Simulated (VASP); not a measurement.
Runs of VASP 6.6.1 on SrO. It takes space group Fm-3m (No. 225, cubic). Conventional cell: a = 5.161 Å, b = 5.161 Å, c = 5.161 Å, α = 90.00°, β = 90.00°, γ = 90.00°. Sr (site symmetry m-3m) has 6 O at 2.58 Å as nearest neighbours. O (site symmetry m-3m) is surrounded by 6 Sr at 2.58 Å. 

| task | level | potentials or basis | cell | k mesh | cutoff (eV) | mesh quality | gap on the mesh (eV) | pressure (GPa) | relaxed volume (Å³/atom) |
| --- | --- | --- | --- | --- | --- | --- | --- | --- | --- |
| single point | PBEsol | VASP PAW PBE potentials, release 64 (Sr_sv, O) | as given | 8 × 8 × 8 | 520 | not flagged | 3.16 | (c) | - |
| relaxation of cell and atoms | LDA | VASP PAW LDA potentials, release 64 (Sr_sv, O) | relaxed | 8 × 8 × 8 | 600 | not flagged | 3.07 | 0.0 | 16.34 |
| relaxation of cell and atoms | PBEsol | VASP PAW PBE potentials, release 64 (Sr_sv, O) | relaxed | 8 × 8 × 8 | 580 | not flagged | 3.15 | 0.0 | 16.90 |
| relaxation of cell and atoms | PBEsol | VASP PAW PBE potentials, release 64 (Sr_sv, O_s) | relaxed | 8 × 8 × 8 | 480 | not flagged | 3.16 | 0.0 | 16.90 |
| relaxation of cell and atoms | PBE+D3(BJ) | VASP PAW PBE potentials, release 64 (Sr_sv, O) | relaxed | 8 × 8 × 8 | 600 | not flagged | 3.27 | 0.0 | 17.16 |
| relaxation of cell and atoms | RPBE | VASP PAW PBE potentials, release 64 (Sr_sv, O) | relaxed | 8 × 8 × 8 | 600 | not flagged | (a) | 0.0 | 18.25 |
| relaxation of cell and atoms | PBEsol | VASP PAW PBE potentials, release 64 (Sr_sv, O) | relaxed | 4 × 4 × 4 | 600 | coarse | 3.15 | 0.0 | 16.90 |
| relaxation of cell and atoms | PBE | VASP PAW PBE potentials, release 64 (Sr_sv, O) | relaxed | 8 × 8 × 8 | 600 | not flagged | 3.28 | 0.0 | (b) |

Alike in all rows: no spin polarisation; smearing gaussian 0.02 eV.

Q: Fill in the values left out.

A: (a) 3.41; (b) 17.61; (c) -1.4.

Caveats: some runs use coarse meshes; the PAW data sets were made with another functional, which shifts forces and pressure a little (some runs).

A k mesh can miss the band edges, and the runs leave out spin-orbit coupling on Sr.
